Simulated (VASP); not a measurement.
# CdSe (Pm-3m) in VASP: reference runs

Reference runs on CdSe: the cell as given.

All numbers are computed with VASP 6.6.1; they aren't measurements. Logs are shortened: lines on timing, memory, paths and dates and some standing lists are left out, and cuts for length are marked.

## 1. The structure

It takes space group Pm-3m (No. 221, cubic). The conventional cell has a = 3.557 Å, b = 3.557 Å, c = 3.557 Å, α = 90.00°, β = 90.00°, γ = 90.00°. Cd (site symmetry m-3m) has 8 Se at 3.08 Å as nearest neighbours. Se (site symmetry m-3m) is surrounded by 8 Cd at 3.08 Å.

The cell was built by a generator and needn't be a form met in nature.

## 2. Single point, PBE

Contents of INCAR:

```
  PREC = Accurate
  ENCUT = 520
  EDIFF = 1E-7
  ISMEAR = -1
  SIGMA = 0.05
  LREAL = F
  LASPH = T
  NELM = 60
  ALGO = Normal
  ISIF = 2
  LWAVE = F
  LCHARG = F
  GGA = PE
  NBANDS = 16
```

Contents of KPOINTS:

```
Automatic mesh
0
Gamma
  8 8 8
```

Contents of POSCAR:

```
CdSe
1.0
    3.5568600000      0.0000000000      0.0000000000
    0.0000000000      3.5568600000      0.0000000000
    0.0000000000      0.0000000000      3.5568600000
Cd Se
1 1
Direct
    0.5000000000      0.5000000000      0.5000000000
    0.0000000000      0.0000000000      0.0000000000
```

Potentials or basis: VASP PAW PBE potentials, release 64 (Cd, Se).

The run is started by

```sh
> cat potpaw_PBE.64/Cd/POTCAR potpaw_PBE.64/Se/POTCAR > POTCAR
> mpirun -np 1 vasp_std > vasp.out
```

OUTCAR:

```text
PREC = Accurate
   ENCUT = 520
   EDIFF = 1E-7
   ISMEAR = -1
   LREAL = F
   LASPH = T
   NELM = 60
   ISIF = 2
   GGA = PE

 ion  position               nearest neighbor table
   1  0.500  0.500  0.500-   2 3.08   2 3.08   2 3.08   2 3.08   2 3.08   2 3.08   2 3.08   2 3.08

   2  0.000  0.000  0.000-   1 3.08   1 3.08   1 3.08   1 3.08   1 3.08   1 3.08   1 3.08   1 3.08

  LATTYP: Found a simple cubic cell.
 ALAT       =     3.5568600000

  Lattice vectors:

 A1 = (   3.5568600000,   0.0000000000,   0.0000000000)
 A2 = (   0.0000000000,   3.5568600000,   0.0000000000)
 A3 = (   0.0000000000,   0.0000000000,   3.5568600000)

Analysis of symmetry for initial positions (statically):
=====================================================================
 Subroutine PRICEL returns:
 Original cell was already a primitive cell.

 Routine SETGRP: Setting up the symmetry group for a
 simple cubic supercell.

 Subroutine GETGRP returns: Found 48 space group operations
 (whereof 48 operations were pure point group operations)
 out of a pool of 48 trial point group operations.

The static configuration has the point symmetry O_h .

Analysis of symmetry for dynamics (positions and initial velocities):
=====================================================================
 Subroutine PRICEL returns:
 Original cell was already a primitive cell.

 Routine SETGRP: Setting up the symmetry group for a
 simple cubic supercell.

 Subroutine GETGRP returns: Found 48 space group operations
 (whereof 48 operations were pure point group operations)
 out of a pool of 48 trial point group operations.

The dynamic configuration has the point symmetry O_h .

 Subroutine INISYM returns: Found 48 space group operations
 (whereof 48 operations are pure point group operations),
 and found     1 'primitive' translations

----------------------------------------------------------------------------------------

                                     Primitive cell

  volume of cell :      44.9987

  direct lattice vectors                    reciprocal lattice vectors
     3.556860000  0.000000000  0.000000000     0.281146854  0.000000000  0.000000000
     0.000000000  3.556860000  0.000000000     0.000000000  0.281146854  0.000000000
     0.000000000  0.000000000  3.556860000     0.000000000  0.000000000  0.281146854

  length of vectors
     3.556860000  3.556860000  3.556860000     0.281146854  0.281146854  0.281146854

  position of ions in fractional coordinates (direct lattice)
     0.500000000  0.500000000  0.500000000
     0.000000000  0.000000000  0.000000000

  ion indices of the primitive-cell ions
   primitive index   ion index
                 1           1
                 2           2

----------------------------------------------------------------------------------------

 KPOINTS: Automatic mesh

Automatic generation of k-mesh.
 Grid dimensions read from file:
 generate k-points for:    8    8    8

 Generating k-lattice:

  Cartesian coordinates                     Fractional coordinates (reciprocal lattice)
     0.035143357  0.000000000  0.000000000     0.125000000  0.000000000  0.000000000
     0.000000000  0.035143357  0.000000000     0.000000000  0.125000000  0.000000000
     0.000000000  0.000000000  0.035143357     0.000000000  0.000000000  0.125000000

  Length of vectors
     0.035143357  0.035143357  0.035143357

  Shift w.r.t. Gamma in fractional coordinates (k-lattice)
     0.000000000  0.000000000  0.000000000

 Subroutine IBZKPT returns following result:
 ===========================================

 Found     35 irreducible k-points:

 Following reciprocal coordinates:
            Coordinates               Weight
  0.000000  0.000000  0.000000      1.000000
  0.125000  0.000000  0.000000      6.000000
  0.250000  0.000000  0.000000      6.000000
  0.375000  0.000000  0.000000      6.000000
  0.500000  0.000000  0.000000      3.000000
  0.125000  0.125000  0.000000     12.000000
[... 16 lines left out ...]
  0.375000  0.375000  0.125000     24.000000
  0.500000  0.375000  0.125000     24.000000
 [... further k-points ...]
   k-points           NKPTS =     35   k-points in BZ     NKDIM =     35   number of bands    NBANDS=     16
   number of dos      NEDOS =    301   number of ions     NIONS =      2
   total plane-waves  NPLWV =  21952
   dimension x,y,z NGX =    28 NGY =   28 NGZ =   28
   dimension x,y,z NGXF=    56 NGYF=   56 NGZF=   56
   ions per type =               1   1
   NGX,Y,Z   is equivalent  to a cutoff of  13.09, 13.09, 13.09 a.u.
   NGXF,Y,Z  is equivalent  to a cutoff of  26.17, 26.17, 26.17 a.u.
 SYSTEM =  unknown system
   PREC   = accura    normal or accurate (medium, high low for compatibility)
   ISTART =      0    job   : 0-new  1-cont  2-samecut
   ICHARG =      2    charge: 1-file 2-atom 10-const
   ISPIN  =      1    spin polarized calculation?
   LNONCOLLINEAR =      F non collinear calculations
   LSORBIT =      F    spin-orbit coupling
   LASPH  =      T    aspherical Exc in radial PAW
   ENCUT  =  520.0 eV  38.22 Ry    6.18 a.u.   6.61  6.61  6.61*2*pi/ulx,y,z
   NELM   =     60;   NELMIN=  2; NELMDL= -5     # of ELM steps
   EDIFF  = 0.1E-06   stopping-criterion for ELM
   LREAL  =      F    real-space projection
   EDIFFG = 0.1E-05   stopping-criterion for IOM
   NSW    =      0    number of steps for IOM
   IBRION =     -1    ionic relax: 0-MD 1-quasi-New 2-CG
   NFREE  =      0    steps in history (QN), initial steepest desc. (CG)
   ISIF   =      2    stress and relaxation
   ISYM   =      2    0-nonsym 1-usesym 2-fastsym
   POTIM  = 0.5000    time-step for ionic-motion
   TEBEG  =    0.0;   TEEND  =   0.0 temperature during run
   PSTRESS=    0.0 pullay stress
   NELECT =      18.0000    total number of electrons
   NUPDOWN=      -1.0000    fix difference up-down
   EMIN   =  10.00;   EMAX   =-10.00  energy-range for DOS
   EFERMI =   0.00;   METHOD = LEGACY
   ISMEAR =    -1;   SIGMA  =   0.05  broadening in eV -4-tet -1-fermi 0-gaus
   EFERMI_NEDOS =   21; number of points for ismear=-14 and -15
   IALGO  =     38    algorithm
   IMIX   =      4    mixing-type and parameters
     AMIX     =   0.40;   BMIX     =  1.00
     AMIX_MAG =   1.60;   BMIX_MAG =  1.00
  volume/ion in A,a.u.               =      22.50       151.83
  Fermi-wavevector in a.u.,A,eV,Ry     =   1.206236  2.279455 19.796543  1.455005
  Thomas-Fermi vector in A             =   2.341909
   LORBIT       =      0    0 simple, 1 ext, 2 COOP (PROOUT), +10 PAW based schemes
   GGA     = PE    functional components
   LHFCALC =     F    Hartree Fock is set to
   AEXX    =    0.0000 exact exchange contribution
   IVDW    =     0    specifies the selected vdW correction
   LEPSILON=     F    determine dielectric tensor
   LRPA    =     F    only Hartree local field effects (RPA)
 non-spin polarized calculation
  energy-cutoff  :      520.00
  volume of cell :       45.00
 maximum number of plane-waves:      1231
 NGX is ok and might be reduce to    28
   NGX = 13   NGY = 13   NGZ = 13

 number of electron      17.9999988 magnetization

 Free energy of the ion-electron system (eV)
  ---------------------------------------------------
  ext. energy  EPLUGINS =         0.00000000
  ---------------------------------------------------
  free energy    TOTEN  =        -4.30825669 eV

  energy without entropy =       -4.29442106  energy(sigma->0) =       -4.30133887

 E-fermi :   3.2546     XC(G=0): -10.4083

 val. band max:        3.2095586384   @ k =   0.1250   0.0000   0.0000
 cond. band min:       3.2637786307   @ k =   0.5000   0.3750   0.2500
 fundamental gap:      0.0542199924
 Fermi energy:         3.2546000201

 k-point     1 :       0.0000    0.0000    0.0000
  band No.  band energies     occupation
      1     -10.3176      2.00000
      2      -5.4676      2.00000
      3      -5.4676      2.00000
      4      -5.0519      2.00000
      5      -5.0519      2.00000
      6      -5.0519      2.00000
[... 8 lines left out ...]
     15      13.8345      0.00000
     16      17.8652      0.00000

 k-point     2 :       0.1250    0.0000    0.0000
  band No.  band energies     occupation
      1     -10.2130      2.00000
      2      -5.4610      2.00000
      3      -5.4312      2.00000
      4      -5.0829      2.00000
      5      -5.0829      2.00000
      6      -5.0495      2.00000
[... 8 lines left out ...]
     15      13.2107      0.00000
     16      17.8036      0.00000

 k-point     3 :       0.2500    0.0000    0.0000
  band No.  band energies     occupation
      1      -9.9347      2.00000
      2      -5.4450      2.00000
      3      -5.3564      2.00000
      4      -5.1556      2.00000
      5      -5.1556      2.00000
      6      -5.0435      2.00000
[... 8 lines left out ...]
     15      13.7267      0.00000
     16      15.8931      0.00000

 k-point     4 :       0.3750    0.0000    0.0000
  band No.  band energies     occupation
      1      -9.6073      2.00000
      2      -5.4289      2.00000
      3      -5.3201      2.00000
      4      -5.2255      2.00000
      5      -5.2255      2.00000
      6      -5.0375      2.00000
[... 8 lines left out ...]
     15      14.5284      0.00000
     16      16.4675      0.00000
[... 324 lines left out ...]
 k-point    22 :       0.5000    0.2500    0.1250
  band No.  band energies     occupation
      1      -9.1892      2.00000
      2      -5.3106      2.00000
      3      -5.2982      2.00000
      4      -5.1748      2.00000
      5      -5.0758      2.00000
      6      -5.0370      2.00000
[... 8 lines left out ...]
     15      14.5230      0.00000
     16      16.0085      0.00000

 k-point    23 :       0.3750    0.3750    0.1250
  band No.  band energies     occupation
      1      -9.1138      2.00000
      2      -5.2988      2.00000
      3      -5.2417      2.00000
      4      -5.2228      2.00000
      5      -5.0011      2.00000
      6      -4.9873      2.00000
[... 8 lines left out ...]
     15      15.3722      0.00000
     16      15.6674      0.00000

 k-point    24 :       0.5000    0.3750    0.1250
  band No.  band energies     occupation
      1      -9.0324      2.00000
      2      -5.2729      2.00000
      3      -5.2636      2.00000
      4      -5.2153      2.00000
      5      -4.9539      2.00000
      6      -4.9522      2.00000
[... 8 lines left out ...]
     15      15.4398      0.00000
     16      15.4577      0.00000

 [... further k-points ...]

------------------------ aborting loop because EDIFF is reached ----------------------------------------

  FORCE on cell =-STRESS in cart. coord.  units (eV):
  Direction    XX          YY          ZZ          XY          YZ          ZX
  --------------------------------------------------------------------------------------
  -------------------------------------------------------------------------------------
  Total        0.0809675      0.0809675      0.0809675      0.0000000      0.0000000     -0.0000000
  in kB        2.8828440      2.8828440      2.8828440      0.0000000      0.0000000     -0.0000000
  external PRESSURE =       2.8828440 kB  Pullay stress =       0.0000000 kB

 VOLUME and BASIS-vectors are now :
 -----------------------------------------------------------------------------
  energy-cutoff  :      520.00
  volume of cell :       45.00
      direct lattice vectors                 reciprocal lattice vectors
     3.556860000  0.000000000  0.000000000     0.281146854  0.000000000  0.000000000
     0.000000000  3.556860000  0.000000000     0.000000000  0.281146854  0.000000000
     0.000000000  0.000000000  3.556860000     0.000000000  0.000000000  0.281146854

 POSITION                                       TOTAL-FORCE (eV/Angst)
 -----------------------------------------------------------------------------------
      1.77843      1.77843      1.77843         0.000000      0.000000      0.000000
      0.00000      0.00000      0.00000         0.000000      0.000000      0.000000
 -----------------------------------------------------------------------------------
    total drift:                                0.000000      0.000000      0.000000

  FREE ENERGIE OF THE ION-ELECTRON SYSTEM (eV)
  ---------------------------------------------------
  free  energy   TOTEN  =        -4.3082566857 eV

  energy  without entropy=       -4.2944210577  energy(sigma->0) =       -4.30133887
```

It took 9.3 s on 1 thread of Intel Xeon 6975P-C (Granite Rapids), shared host; peak memory 0.17 GiB.

What came out:

* Free energy: -4.3083 eV
* Pressure: 0.3 GPa
* Band gap on the k mesh: none (metal or under the smearing width)

Levels at points of the mesh, in eV from the Fermi level:
| k point | band 5 | band 6 | band 7 | band 8 | band 9 | band 10 | band 11 | band 12 | band 13 | band 14 |
| --- | --- | --- | --- | --- | --- | --- | --- | --- | --- | --- |
| (0.00, 0.00, 0.00) | -8.31 | -8.31 | -1.59 | -1.14 | -1.14 | -1.14 | 6.14 | 6.14 | 10.58 | 10.58 |
| (0.50, 0.00, 0.00) | -8.51 | -8.29 | -5.92 | 0.07 | 0.07 | 2.73 | 3.92 | 6.61 | 6.61 | 7.06 |
| (0.50, 0.50, 0.00) | -8.15 | -8.09 | -4.33 | -4.33 | -1.43 | 0.21 | 7.14 | 7.14 | 8.12 | 10.00 |
| (0.50, 0.50, 0.50) | -8.14 | -8.14 | -2.16 | -2.16 | -2.16 | 1.49 | 1.49 | 1.49 | 1.64 | 16.78 |
